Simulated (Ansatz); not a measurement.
# CO2: the band gap up the ladder of functionals

An exercise on one series of results from a longer session: the logs are not shown, and one member is left open.

Code: Ansatz 0.2.0. PAW datasets, plane waves. Spin-unpolarised throughout; all numbers are computed.

**The system as given**

The cell was relaxed beforehand with r2SCAN.

It is tetragonal, I-42d (No. 122); conventional cell a = 3.910 Å, c = 5.935 Å, 7.56 Å³ an atom. C has 4 O at 1.39 Å; O has 2 C at 1.39 Å.

Structure file:

```cif
data_structure
_symmetry_space_group_name_H-M 'P 1'
_symmetry_Int_Tables_number 1
_cell_length_a 4.0556
_cell_length_b 4.0556
_cell_length_c 4.0556
_cell_angle_alpha 122.367
_cell_angle_beta 122.367
_cell_angle_gamma 85.947
_cell_volume 45.36
loop_
_atom_site_label
_atom_site_type_symbol
_atom_site_fract_x
_atom_site_fract_y
_atom_site_fract_z
_atom_site_occupancy
C1 C 0.00000 0.00000 0.00000 1
C2 C 0.75000 0.25000 0.50000 1
O1 O 0.37500 0.29235 0.41735 1
O2 O 0.70765 0.12500 0.08265 1
O3 O 0.87500 0.95765 0.58265 1
O4 O 0.04235 0.62500 0.91735 1
```

The first run:

Contents of input.yaml:

```yaml
crystal:
  lattice:
    - [-1.9548127153, 1.9548127153, 2.9673315043]
    - [1.9548127153, -1.9548127153, 2.9673315043]
    - [1.9548127153, 1.9548127153, -2.9673315043]
  atoms:
    - { symbol: C, position: [0.0, 0.0, 0.0] }
    - { symbol: C, position: [0.75, 0.25, 0.5] }
    - { symbol: O, position: [0.375, 0.2923507872, 0.4173507872] }
    - { symbol: O, position: [0.7076492128, 0.125, 0.0826492128] }
    - { symbol: O, position: [0.875, 0.9576492128, 0.5826492128] }
    - { symbol: O, position: [0.0423507872, 0.625, 0.9173507872] }
kpoints:
  mp_grid: { grid: [10, 10, 10] }
  band_path:
    path:
      - [[0.0, 0.0, 0.0], [-1.170486125498e-17, 1.170486125498e-17, 0.5], [0.25, 0.25, 0.25], [1.143618701531e-17, 0.5, -1.143618701531e-17], [0.0, 0.0, 0.0], [0.5, 0.5, -0.5], [0.3584971134941, 0.6415028865059, -0.3584971134941]]
      - [[-0.3584971134941, 0.3584971134941, 0.3584971134941], [0.0, 0.0, 0.0]]
      - [[-1.170486125498e-17, 1.170486125498e-17, 0.5], [-0.2169942269882, 0.2169942269882, 0.5]]
      - [[0.5, 0.5, -0.2169942269882], [0.5, 0.5, -0.5]]
    npoints: 10
hamiltonian:
  xc: pbe
scf:
  occupations: { method: fermi_dirac, width: 0.02 }
  n_extra_bands: 5
output:
  forces: true
  stress: true
  eigenvalues: true
```

Started as:

```bash
$ ansatz run input.yaml --threads 4 --pin off --max-ram 7372MiB --backend cpu --events-out ev --progress --plain --runs-dir out
```

Among the steps run: PBE band path; Single point with r2SCAN; Single point with HSE06; PBE0 at the same geometry; Single point with LDA; DDH-PBE0; Single point with r2SCANh.

One table of the session follows, with a row left open; its other results are not shown here.

| level | gap (eV) |
| --- | --- |
| PBE | 7.81 |
| r2SCAN | ? |
| HSE06 | 9.97 |
| PBE0 | 10.76 |
| LDA | 7.54 |
| DDH-PBE0 | 11.52 |
| r2SCANh | 9.65 |

Estimate the missing values for r2SCAN.

The run gave: gap (eV): 8.59. In the column «gap (eV)» it lies between PBE (7.81) and r2SCANh (9.65).

Meshes: PBE 10×10×10, r2SCAN 10×10×10, HSE06 6×6×6, PBE0 6×6×6, LDA 10×10×10, DDH-PBE0 6×6×6, r2SCANh 6×6×6

PBE reaches 78 % of the HSE06 value, and r2SCAN 86 %. PBE0 lies 0.78 eV above HSE06, which differs from it by screening the long-range exchange.

Caveats from the session: Warnings in the runs' records: stress exchange threshold loose, stress scf threshold loose.
